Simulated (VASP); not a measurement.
# Ti3S2 (R32) in VASP: notebook

Aim: see how the results for Ti3S2 move with the level of theory and the settings. Levels: PBE, PBEsol. Tasks: single point.

Program: VASP 6.6.1. These are calculated values, not measurements. Logs are shortened: lines on timing, memory, paths and dates and some standing lists are left out, and cuts for length are marked.

**1. Starting point**

Symmetry: R32, No. 155, trigonal system. The conventional cell has a = 5.426 Å, b = 5.426 Å, c = 9.713 Å, α = 90.00°, β = 90.00°, γ = 120.00°. Around Ti (site symmetry 2) lie 4 S at 2.42 to 2.44 Å. Around S (site symmetry 3) lie 6 Ti at 2.42 to 2.44 Å.

The cell comes from a database or a generator and needn't be the stable form of this composition.

**2. Single point, PBE**

The input, INCAR:

```
  PREC = Accurate
  ENCUT = 520
  EDIFF = 1E-7
  ISMEAR = -1
  SIGMA = 0.05
  LREAL = False
  LASPH = True
  NELM = 80
  ALGO = Normal
  ISIF = 2
  LWAVE = False
  LCHARG = False
  GGA = PE
  NBANDS = 32
```

The input, KPOINTS:

```
regular mesh
0
Gamma
  6 6 6
```

The input, POSCAR:

```
Ti3S2
1.0
    2.7131139241      1.5664170544      3.2376184047
   -2.7131139241      1.5664170544      3.2376184047
    0.0000000000     -3.1328341088      3.2376184047
Ti S
3 2
Direct
    0.0000000000      0.3356550000      0.6643450000
    0.6643450000      0.0000000000      0.3356550000
    0.3356550000      0.6643450000      0.0000000000
    0.1678390000      0.1678390000      0.1678390000
    0.8321610000      0.8321610000      0.8321610000
```

Potentials or basis: VASP PAW PBE potentials, release 64 (Ti_sv, S).

On the command line:

```bash
$ cat potpaw_PBE.64/Ti_sv/POTCAR potpaw_PBE.64/S/POTCAR > POTCAR
$ mpirun -np 1 vasp_std > vasp.out
```

OUTCAR:

```text
PREC = Accurate
   ENCUT = 520
   EDIFF = 1E-7
   ISMEAR = -1
   LREAL = False
   LASPH = True
   NELM = 80
   ISIF = 2
   GGA = PE

 ion  position               nearest neighbor table
   1  0.000  0.336  0.664-   4 2.42   5 2.42   4 2.44   5 2.44
   2  0.664  0.000  0.336-   5 2.42   4 2.42   5 2.44   4 2.44
   3  0.336  0.664  0.000-   4 2.42   5 2.42   4 2.44   5 2.44
   4  0.168  0.168  0.168-   3 2.42   1 2.42   2 2.42   1 2.44   2 2.44   3 2.44
   5  0.832  0.832  0.832-   3 2.42   2 2.42   1 2.42   2 2.44   1 2.44   3 2.44

  LATTYP: Found a trigonal (rhomboedric) cell.
 ALAT       =     4.5051994948
 COS(alpha) =     0.2746660548

  Lattice vectors:

 A1 = (   2.7131139241,   1.5664170544,   3.2376184047)
 A2 = (  -2.7131139241,   1.5664170544,   3.2376184047)
 A3 = (   0.0000000000,  -3.1328341088,   3.2376184047)

Analysis of symmetry for initial positions (statically):
=====================================================================
 Subroutine PRICEL returns:
 Original cell was already a primitive cell.

 Routine SETGRP: Setting up the symmetry group for a
 trigonal (rhombohedral) supercell.

 Subroutine GETGRP returns: Found  6 space group operations
 (whereof  6 operations were pure point group operations)
 out of a pool of 12 trial point group operations.

The static configuration has the point symmetry D_3 .

Analysis of symmetry for dynamics (positions and initial velocities):
=====================================================================
 Subroutine PRICEL returns:
 Original cell was already a primitive cell.

 Routine SETGRP: Setting up the symmetry group for a
 trigonal (rhombohedral) supercell.

 Subroutine GETGRP returns: Found  6 space group operations
 (whereof  6 operations were pure point group operations)
 out of a pool of 12 trial point group operations.

The dynamic configuration has the point symmetry D_3 .

 Subroutine INISYM returns: Found  6 space group operations
 (whereof  6 operations are pure point group operations),
 and found     1 'primitive' translations

----------------------------------------------------------------------------------------

                                     Primitive cell

  volume of cell :      82.5567

  direct lattice vectors                    reciprocal lattice vectors
     2.713113924  1.566417054  3.237618405     0.184290087  0.106399931  0.102956338
    -2.713113924  1.566417054  3.237618405    -0.184290087  0.106399931  0.102956338
     0.000000000 -3.132834109  3.237618405     0.000000000 -0.212799862  0.102956338

  length of vectors
     4.505199495  4.505199495  4.505199495     0.236397523  0.236397523  0.236397523

  position of ions in fractional coordinates (direct lattice)
     0.000000000  0.335655000  0.664345000
     0.664345000  0.000000000  0.335655000
     0.335655000  0.664345000  0.000000000
     0.167839000  0.167839000  0.167839000
     0.832161000  0.832161000  0.832161000

  ion indices of the primitive-cell ions
   primitive index   ion index
                 1           1
                 2           2
                 3           3
                 4           4
                 5           5

----------------------------------------------------------------------------------------

 KPOINTS: regular mesh

Automatic generation of k-mesh.
 Grid dimensions read from file:
 generate k-points for:    6    6    6

 Generating k-lattice:

  Cartesian coordinates                     Fractional coordinates (reciprocal lattice)
     0.030715014  0.017733322  0.017159390     0.166666667  0.000000000  0.000000000
    -0.030715014  0.017733322  0.017159390     0.000000000  0.166666667  0.000000000
     0.000000000 -0.035466644  0.017159390     0.000000000  0.000000000  0.166666667

  Length of vectors
     0.039399587  0.039399587  0.039399587

  Shift w.r.t. Gamma in fractional coordinates (k-lattice)
     0.000000000  0.000000000  0.000000000

 Subroutine IBZKPT returns following result:
 ===========================================

 Found     32 irreducible k-points:

 Following reciprocal coordinates:
            Coordinates               Weight
  0.000000  0.000000  0.000000      1.000000
  0.166667  0.000000  0.000000      6.000000
  0.333333 -0.000000  0.000000      6.000000
  0.500000  0.000000  0.000000      3.000000
  0.166667  0.166667  0.000000      6.000000
  0.333333  0.166667  0.000000     12.000000
[... 16 lines left out ...]
  0.500000  0.500000  0.166667      6.000000
 -0.333333  0.500000  0.166667     12.000000
 [... further k-points ...]
   k-points           NKPTS =     32   k-points in BZ     NKDIM =     32   number of bands    NBANDS=     32
   number of dos      NEDOS =    301   number of ions     NIONS =      5
   total plane-waves  NPLWV =  46656
   dimension x,y,z NGX =    36 NGY =   36 NGZ =   36
   dimension x,y,z NGXF=    72 NGYF=   72 NGZF=   72
   ions per type =               3   2
   NGX,Y,Z   is equivalent  to a cutoff of  13.28, 13.28, 13.28 a.u.
   NGXF,Y,Z  is equivalent  to a cutoff of  26.57, 26.57, 26.57 a.u.
 SYSTEM =  unknown system
   PREC   = accura    normal or accurate (medium, high low for compatibility)
   ISTART =      0    job   : 0-new  1-cont  2-samecut
   ICHARG =      2    charge: 1-file 2-atom 10-const
   ISPIN  =      1    spin polarized calculation?
   LNONCOLLINEAR =      F non collinear calculations
   LSORBIT =      F    spin-orbit coupling
   LASPH  =      T    aspherical Exc in radial PAW
   ENCUT  =  520.0 eV  38.22 Ry    6.18 a.u.   8.38  8.38  8.38*2*pi/ulx,y,z
   NELM   =     80;   NELMIN=  2; NELMDL= -5     # of ELM steps
   EDIFF  = 0.1E-06   stopping-criterion for ELM
   LREAL  =      F    real-space projection
   EDIFFG = 0.1E-05   stopping-criterion for IOM
   NSW    =      0    number of steps for IOM
   IBRION =     -1    ionic relax: 0-MD 1-quasi-New 2-CG
   NFREE  =      0    steps in history (QN), initial steepest desc. (CG)
   ISIF   =      2    stress and relaxation
   ISYM   =      2    0-nonsym 1-usesym 2-fastsym
   POTIM  = 0.5000    time-step for ionic-motion
   TEBEG  =    0.0;   TEEND  =   0.0 temperature during run
   PSTRESS=    0.0 pullay stress
   NELECT =      48.0000    total number of electrons
   NUPDOWN=      -1.0000    fix difference up-down
   EMIN   =  10.00;   EMAX   =-10.00  energy-range for DOS
   EFERMI =   0.00;   METHOD = LEGACY
   ISMEAR =    -1;   SIGMA  =   0.05  broadening in eV -4-tet -1-fermi 0-gaus
   EFERMI_NEDOS =   21; number of points for ismear=-14 and -15
   IALGO  =     38    algorithm
   IMIX   =      4    mixing-type and parameters
     AMIX     =   0.40;   BMIX     =  1.00
     AMIX_MAG =   1.60;   BMIX_MAG =  1.00
  volume/ion in A,a.u.               =      16.51       111.42
  Fermi-wavevector in a.u.,A,eV,Ry     =   1.366379  2.582082 25.401957  1.866991
  Thomas-Fermi vector in A             =   2.492525
   LORBIT       =      0    0 simple, 1 ext, 2 COOP (PROOUT), +10 PAW based schemes
   GGA     = PE    functional components
   LHFCALC =     F    Hartree Fock is set to
   AEXX    =    0.0000 exact exchange contribution
   IVDW    =     0    specifies the selected vdW correction
   LEPSILON=     F    determine dielectric tensor
   LRPA    =     F    only Hartree local field effects (RPA)
 non-spin polarized calculation
  energy-cutoff  :      520.00
  volume of cell :       82.56
 maximum number of plane-waves:      2238
 NGX is ok and might be reduce to    36
   NGX = 17   NGY = 17   NGZ = 17

 number of electron      47.9999995 magnetization

 Free energy of the ion-electron system (eV)
  ---------------------------------------------------
  ext. energy  EPLUGINS =         0.00000000
  ---------------------------------------------------
  free energy    TOTEN  =       -36.50717583 eV

  energy without entropy =      -36.48795769  energy(sigma->0) =      -36.49756676

 E-fermi :   8.5484     XC(G=0): -11.2349

 val. band max:        8.5356334444   @ k =   0.0000   0.0000   0.0000
 cond. band min:       8.5852216956   @ k =   0.5000   0.1667   0.1667
 fundamental gap:      0.0495882512
 Fermi energy:         8.5483736549

 k-point     1 :       0.0000    0.0000    0.0000
  band No.  band energies     occupation
      1     -48.4504      2.00000
      2     -48.4017      2.00000
      3     -48.4017      2.00000
      4     -24.8106      2.00000
      5     -24.8106      2.00000
      6     -24.7624      2.00000
[... 24 lines left out ...]
     31      10.9552      0.00000
     32      11.3667      0.00000

 k-point     2 :       0.1667    0.0000    0.0000
  band No.  band energies     occupation
      1     -48.4469      2.00000
      2     -48.4055      2.00000
      3     -48.4014      2.00000
      4     -24.8318      2.00000
      5     -24.7913      2.00000
      6     -24.7862      2.00000
[... 24 lines left out ...]
     31      11.1790      0.00000
     32      11.2540      0.00000

 k-point     3 :       0.3333   -0.0000    0.0000
  band No.  band energies     occupation
      1     -48.4375      2.00000
      2     -48.4137      2.00000
      3     -48.4025      2.00000
      4     -24.8484      2.00000
      5     -24.8079      2.00000
      6     -24.7763      2.00000
[... 24 lines left out ...]
     31      11.0972      0.00000
     32      11.2557      0.00000

 k-point     4 :       0.5000    0.0000    0.0000
  band No.  band energies     occupation
      1     -48.4255      2.00000
      2     -48.4250      2.00000
      3     -48.4031      2.00000
      4     -24.8547      2.00000
      5     -24.8162      2.00000
      6     -24.7650      2.00000
[... 654 lines left out ...]
     31      11.0073      0.00000
     32      11.1097      0.00000

 k-point    23 :       0.5000    0.5000    0.1667
  band No.  band energies     occupation
      1     -48.4278      2.00000
      2     -48.4137      2.00000
      3     -48.4116      2.00000
      4     -24.8844      2.00000
      5     -24.8356      2.00000
      6     -24.7991      2.00000
[... 24 lines left out ...]
     31      10.8504      0.00000
     32      11.0114      0.00000

 k-point    24 :      -0.3333    0.5000    0.1667
  band No.  band energies     occupation
      1     -48.4202      2.00000
      2     -48.4173      2.00000
      3     -48.4157      2.00000
      4     -24.8846      2.00000
      5     -24.8246      2.00000
      6     -24.7795      2.00000
[... 24 lines left out ...]
     31      10.9028      0.00000
     32      11.1436      0.00000

 [... further k-points ...]

------------------------ aborting loop because EDIFF is reached ----------------------------------------

  FORCE on cell =-STRESS in cart. coord.  units (eV):
  Direction    XX          YY          ZZ          XY          YZ          ZX
  --------------------------------------------------------------------------------------
  -------------------------------------------------------------------------------------
  Total        0.2206257      0.2206257      0.1798314      0.0000000      0.0000000      0.0000000
  in kB        4.2816809      4.2816809      3.4899857      0.0000000      0.0000000      0.0000000
  external PRESSURE =       4.0177825 kB  Pullay stress =       0.0000000 kB

 VOLUME and BASIS-vectors are now :
 -----------------------------------------------------------------------------
  energy-cutoff  :      520.00
  volume of cell :       82.56
      direct lattice vectors                 reciprocal lattice vectors
     2.713113924  1.566417054  3.237618405     0.184290087  0.106399931  0.102956338
    -2.713113924  1.566417054  3.237618405    -0.184290087  0.106399931  0.102956338
     0.000000000 -3.132834109  3.237618405     0.000000000 -0.212799862  0.102956338

 POSITION                                       TOTAL-FORCE (eV/Angst)
 -----------------------------------------------------------------------------------
     -0.91067     -1.55551      3.23762        -0.017966      0.031117      0.000000
      1.80244     -0.01091      3.23762        -0.017966     -0.031117      0.000000
     -0.89177      1.56642      3.23762         0.035931     -0.000000      0.000000
      0.00000      0.00000      1.63020        -0.000000      0.000000      0.029604
      0.00000      0.00000      8.08266        -0.000000     -0.000000     -0.029604
 -----------------------------------------------------------------------------------
    total drift:                                0.000000      0.000000     -0.000000

  FREE ENERGIE OF THE ION-ELECTRON SYSTEM (eV)
  ---------------------------------------------------
  free  energy   TOTEN  =       -36.5071758290 eV

  energy  without entropy=      -36.4879576909  energy(sigma->0) =      -36.49756676
```

Run time: 62 s. Hardware: 1 thread of Intel Xeon Platinum 8488C (Sapphire Rapids), shared host; peak memory 0.24 GiB.

What came out:

| Property | Result |
| --- | --- |
| Free energy | -36.5072 eV |
| Pressure | 0.4 GPa |
| Largest force | 0.036 eV/Å |
| Band gap on the k mesh | none (metal or under the smearing width) |

Forces in eV/Å, atoms in the order of the input:
```
Ti  -0.018  0.031  0.000
Ti  -0.018 -0.031  0.000
Ti   0.036  0.000  0.000
S    0.000  0.000  0.030
S    0.000  0.000 -0.030
```

Levels at points of the mesh, in eV from the Fermi level:
```tsv
k point	band 21	band 22	band 23	band 24	band 25	band 26	band 27	band 28
(0.00, 0.00, 0.00)	-2.14	-1.40	-0.01	-0.01	0.57	0.57	1.78	1.78
(0.50, 0.00, 0.00)	-0.93	-0.89	-0.67	-0.44	-0.15	0.83	1.29	1.38
(0.50, 0.50, 0.00)	-1.45	-1.03	-0.69	-0.21	0.10	0.68	1.37	1.53
(0.50, 0.50, 0.50)	-0.82	-0.17	-0.17	-0.06	0.31	0.31	0.82	0.82
```

**3. Single point, PBE (atoms moved at random, drawn with an rms of 0.05 Å)**

The input, INCAR:

```
ALGO = Normal
EDIFF = 1E-7
ENCUT = 520
GGA = PE
ISIF = 2
ISMEAR = -1
LASPH = T
LCHARG = F
LREAL = F
LWAVE = F
NBANDS = 32
NELM = 100
PREC = Accurate
SIGMA = 0.05
```

The input, KPOINTS:

```
k-points
0
Gamma
  6 6 6
```

The input, POSCAR:

```
Ti3S2
1.0
    2.7131139241      1.5664170544      3.2376184047
   -2.7131139241      1.5664170544      3.2376184047
    0.0000000000     -3.1328341088      3.2376184047
Ti S
3 2
Direct
    0.0050380000      0.3388620000      0.6543340000
    0.6614490000      0.0070210000      0.3345490000
    0.3325830000      0.6591530000     -0.0001120000
    0.1489870000      0.1921150000      0.1645920000
    0.8377220000      0.8379890000      0.8277830000
```

Potentials or basis: VASP PAW PBE potentials, release 64 (Ti_sv, S).

On the command line:

```bash
$ cat potpaw_PBE.64/Ti_sv/POTCAR potpaw_PBE.64/S/POTCAR > POTCAR
$ mpirun -np 1 vasp_std > vasp.out
```

It took 4.3 min on 1 thread of Intel Xeon Platinum 8488C (Sapphire Rapids), shared host; peak memory 0.37 GiB.

The run converged. Its results:

```yaml
Free_energy: -36.3909 eV
Pressure: 0.8 GPa
Largest_force: 1.354 eV/Å
Band_gap_on_the_k_mesh: none (metal or under the smearing width)
```

Forces on the atoms (eV/Å):
```
Ti  -0.436 -0.331  0.304
Ti  -0.156 -0.019 -0.402
Ti  -0.348  0.745  0.969
S    1.264 -0.073 -0.482
S   -0.323 -0.322 -0.389
```

Stress tensor (GPa, compression positive):
```
-0.92 -1.44 -0.21
-1.44  2.12  0.01
-0.21  0.01  1.07
```

Levels at points of the mesh, in eV from the Fermi level:
| k point | band 21 | band 22 | band 23 | band 24 | band 25 | band 26 | band 27 | band 28 |
| --- | --- | --- | --- | --- | --- | --- | --- | --- |
| (0.00, 0.00, 0.00) | -2.16 | -1.44 | -0.09 | 0.03 | 0.54 | 0.59 | 1.68 | 1.79 |
| (0.50, 0.00, 0.00) | -0.92 | -0.87 | -0.58 | -0.56 | -0.11 | 0.84 | 1.29 | 1.32 |
| (0.00, 0.50, 0.00) | -1.06 | -0.91 | -0.72 | -0.37 | -0.17 | 0.74 | 1.28 | 1.38 |
| (0.00, 0.00, 0.50) | -1.03 | -0.86 | -0.70 | -0.41 | -0.09 | 0.81 | 1.30 | 1.34 |
| (0.50, 0.50, 0.00) | -1.45 | -1.11 | -0.67 | -0.21 | 0.09 | 0.66 | 1.30 | 1.36 |
| (0.50, 0.00, 0.50) | -1.39 | -1.08 | -0.63 | -0.24 | 0.03 | 0.68 | 1.36 | 1.52 |
| (0.00, 0.50, 0.50) | -1.49 | -0.93 | -0.78 | -0.19 | 0.07 | 0.71 | 1.34 | 1.56 |
| (0.50, 0.50, 0.50) | -0.82 | -0.27 | -0.14 | -0.04 | 0.24 | 0.36 | 0.81 | 0.83 |

**4. Single point, PBEsol**

The input, INCAR:

```
SYSTEM = Ti3S2
  PREC = Accurate
  ENCUT = 520
  EDIFF = 1E-7
  ISMEAR = -1
  SIGMA = 0.05
  LREAL = .False.
  LASPH = .True.
  NELM = 100
  ALGO = Normal
  ISIF = 2
  LWAVE = .False.
  LCHARG = .False.
  GGA = PS
  NBANDS = 32
  KPAR = 2
```

The input, KPOINTS:

```
Automatic mesh
0
Gamma
  6 6 6
  0 0 0
```

The input, POSCAR:

```
Ti3S2
1.0
    2.7131139241      1.5664170544      3.2376184047
   -2.7131139241      1.5664170544      3.2376184047
    0.0000000000     -3.1328341088      3.2376184047
Ti S
3 2
Direct
    0.0000000000      0.3356550000      0.6643450000
    0.6643450000      0.0000000000      0.3356550000
    0.3356550000      0.6643450000      0.0000000000
    0.1678390000      0.1678390000      0.1678390000
    0.8321610000      0.8321610000      0.8321610000
```

On the command line:

```bash
$ cat potpaw_PBE.64/Ti_sv/POTCAR potpaw_PBE.64/S/POTCAR > POTCAR
$ mpirun -np 2 vasp_std > vasp.out
```

Run time: 48 s. Hardware: 2 MPI ranks of Intel Xeon Platinum 8259CL at 2.50GHz (Skylake/Cascade Lake), shared host; peak memory 0.23 GiB.

It converged, with:

| Item | Value |
| --- | --- |
| Free energy | -39.0467 eV |
| Pressure | -4.3 GPa |
| Largest force | 0.036 eV/Å |
| Band gap on the k mesh | none (metal or under the smearing width) |

Forces on the atoms (eV/Å):
```
Ti   0.018 -0.031  0.000
Ti   0.018  0.031  0.000
Ti  -0.036  0.000  0.000
S    0.000  0.000  0.027
S    0.000  0.000 -0.027
```

Stress tensor (GPa, compression positive):
```
-4.07  0.00  0.00
 0.00 -4.07  0.00
 0.00  0.00 -4.70
```

Levels at points of the mesh, in eV from the Fermi level:
```tsv
k point	band 22	band 23	band 24	band 25	band 26	band 27
(0.00, 0.00, 0.00)	-1.41	-0.01	-0.01	0.57	0.57	1.78
(0.50, 0.00, 0.00)	-0.89	-0.67	-0.44	-0.15	0.83	1.29
(0.50, 0.50, 0.00)	-1.03	-0.69	-0.21	0.10	0.67	1.36
(0.50, 0.50, 0.50)	-0.17	-0.17	-0.05	0.31	0.31	0.82
```

Caveat: the PAW data sets were made with another functional, which shifts forces and pressure a little.

[end of part 1 of 2]
